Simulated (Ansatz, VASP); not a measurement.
**Two plane-wave programs on Ca4F**

```
Ca F
1.0
     5.42314    0.00000    0.00000
     0.00000    5.42314    0.00000
     0.00000    0.00000    5.42314
Ca F
4 1
Cartesian
  0.0000 0.0000 0.0000
  2.7116 2.7116 0.0000
  2.7116 0.0000 2.7116
  0.0000 2.7116 2.7116
  2.7116 2.7116 2.7116
```

Change from the starting cell: species swapped into the Mn4N type (Pm-3m, No. 221).

Alike in both runs: functional PBE; k mesh 4 × 4 × 4; occupations gaussian, width 0.1 eV; no spin polarisation.

Ansatz relaxed the structure, and its values are those at the end. VASP's run is a single point on that final structure, the one shown.

|  | VASP | Ansatz |
| --- | --- | --- |
| version | VASP 6.6.1 | Ansatz 0.2.0 |
| potentials or method | VASP PAW PBE potentials, release 64 (Ca_sv, F) | scalar-relativistic, plane waves, PAW |
| plane-wave cutoff (eV) | 520 | 420 |
| valence electrons in the cell | 47 | 47 |

|  | VASP | Ansatz | Ansatz less VASP |
| --- | --- | --- | --- |
| gap on the k mesh at the Fermi level (eV) | none | none | - |
| pressure (GPa) | 0.0 | 0.0 | 0.00 |

A gap of «none» marks a metal or a gap that the smearing closes. With one functional, cell and mesh, what is left measures potentials, basis and numerics.

Caveats: an odd number of electrons without spin polarisation forces a metal; a magnetic or distorted state may lie lower.
